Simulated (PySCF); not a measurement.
Bicyclo[1.1.0]butane, C4H6.
Atom-mapped SMILES: `[CH2:1]1[C@H:2]2[CH2:3][C@@H:4]12`

NICS is the negative of the GIAO shielding at a point without a nucleus: at the ring centre (0) and 1 Å above and below it (1); zz is the component along the ring normal. Level: GIAO PBE0/pcSseg-2 (PySCF, non-relativistic, gas phase) on the PBE0-D3(BJ)/def2-TZVP geometry, one conformer.

Ring bond lengths (Å), with Mayer bond orders in brackets: C1–C2 1.489 (0.99), C2–C4 1.476 (0.89), C4–C1 1.490 (0.99); C2–C3 1.489 (0.99), C3–C4 1.489 (0.99), C4–C2 1.476 (0.89).

**Question.** Give the NICS values of each ring in ppm.

**Answer.** 
```csv
ring,type,NICS(0),"NICS(1), two faces","NICS(1)zz, two faces",rms pucker (Å),"centre to ring atoms, mean (Å)"
C1–C2–C4,3-membered carbocycle; formal bonds all single,-49.9,-8.5 / -14.1,-24.3 / -21.8,0.00,0.86
C2–C3–C4,3-membered carbocycle; formal bonds all single,-49.9,-8.5 / -14.1,-24.3 / -21.8,0.00,0.86
```

**Question.** What do they say, and how far can they be read as aromaticity?

**Answer.** 
- C1–C2–C4: mean NICS(1)zz -23.1 ppm, shielded. C1, C2, C4 have four or more neighbours, and the NICS criterion for π rings isn't applied. NICS(0) lies 39 ppm below the mean NICS(1).
- C2–C3–C4: mean NICS(1)zz -23.1 ppm, shielded. C2, C3, C4 have four or more neighbours; no verdict on aromaticity is drawn. NICS(0) lies 39 ppm below the mean NICS(1).

**Question.** At the second NICS(1) probe listed for ring C2–C3–C4, 1 Å off the ring, what do the in-plane components average?

**Answer.** The isotropic value is a third of the trace: (3 × -14.1 − (-21.8))/2 = -10.2 ppm.

**Question.** What are the shieldings of the ring atoms and their hydrogens in the same run (means over atoms taken as equivalent)?

**Answer.** 
| atoms | environment | σ isotropic (ppm) | principal values of the symmetric part, first atom (ppm) |
| --- | --- | --- | --- |
| C1 (×2) | three-membered-ring carbon | 154.4 | 140.9, 145.2, 177.1 |
| C2 (×2) | sp3 carbon at a ring junction | 188.0 | 150.9, 203.7, 209.4 |
| H on C1 (×2) | methylene hydrogen | 30.18 | 24.7, 25.4, 40.4 |
| H on C1 (×2) | methylene hydrogen | 31.15 | 25.6, 28.0, 39.8 |
| H on C2 (×2) | methine hydrogen | 30.13 | 23.8, 26.6, 40.0 |
